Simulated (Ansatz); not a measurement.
## Ba (Im-3m), comparing deformations

Computed with DFT PBE, scalar-relativistic, plane waves, PAW in Ansatz 0.2.0. Cutoff 420 eV, Γ-centred 14×14×14 k-points, Gaussian smearing of 0.15 eV. No spin polarisation. Energies are free energies at this smearing, counted from the undisturbed cell; pressure is positive in compression.

Zero of the scan (as given, not relaxed at this level; it stands at 0.1 GPa):

```
CELL_PARAMETERS angstrom
-2.50000 2.50000 2.50000
2.50000 -2.50000 2.50000
2.50000 2.50000 -2.50000
ATOMIC_POSITIONS crystal
Ba 0.00000 0.00000 0.00000
```

The cell is strained by ε times a Voigt pattern (xx, yy, zz, yz, xz, xy; engineering shear) with fractional coordinates fixed. τ = (1/V0) dE/dε comes from the stress tensor. Of each scan, only the three points used here are listed.

```csv
pattern,ε,τ (GPa)
"(1, 1, 0, 0, 0, 0)",-0.0150,-0.826
"(1, 1, 0, 0, 0, 0)",0.0000,-0.222
"(1, 1, 0, 0, 0, 0)",0.0150,0.339
"(0, 0, 1, 0, 0, 0)",-0.0150,-0.303
"(0, 0, 1, 0, 0, 0)",0.0000,-0.111
"(0, 0, 1, 0, 0, 0)",0.0150,0.062
"(1, 0, 0, 0, 0, 0)",-0.0100,-0.237
"(1, 0, 0, 0, 0, 0)",0.0000,-0.111
"(1, 0, 0, 0, 0, 0)",0.0100,0.006
"(0, 0, 0, 0, 0, 1)",-0.0025,-0.026
"(0, 0, 0, 0, 0, 1)",0.0000,0.000
"(0, 0, 0, 0, 0, 1)",0.0025,0.026
"(1, -1, 0, 0, 0, 0)",-0.0125,-0.122
"(1, -1, 0, 0, 0, 0)",0.0000,0.000
"(1, -1, 0, 0, 0, 0)",0.0125,0.122
```

**Question.** Which constants do the scans give, and which deformation costs least for the same size of strain tensor?

**Answer.** The slope dτ/dε at zero (parabola through three points) is pᵀCp: (1, 1, 0, 0, 0, 0) gives 2(C11 + C12) = 39 GPa; (0, 0, 1, 0, 0, 0) gives C11 = 12.1 GPa; (1, 0, 0, 0, 0, 0) gives C11 = 12.1 GPa; (0, 0, 0, 0, 0, 1) gives C44 = 10.6 GPa; (1, -1, 0, 0, 0, 0) gives 2(C11 − C12) = 9.7 GPa. The size of the strain tensor, ε:ε, is ε² times 2.0, 1.0, 1.0, 0.5, 2.0. Per unit of it the stiffnesses are 19, 12.1, 12.1, 21.1, 4.9 GPa, so (1, -1, 0, 0, 0, 0) is the softest of these: at ε:ε = (1 %)² the quadratic term costs 0.10 meV/atom against 0.41 for the stiffest.

**Question.** What else follows for this cubic crystal?

**Answer.** From the unrounded slopes C11 = 12.1 and C12 = 7.3 GPa, so B = (C11 + 2 C12)/3 = 9 GPa and the Poisson ratio for a pull along a cube edge is C12/(C11 + C12) = 0.37. Symmetry also asks 2(C11 − C12) = 10 GPa, against 10 from its own scan.

**Question.** How anisotropic is this cubic crystal?

**Answer.** Zener's ratio 2 C44/(C11 − C12) = 4.34; it is 1 for an isotropic solid.

In a metal these slopes depend on the k mesh and the smearing.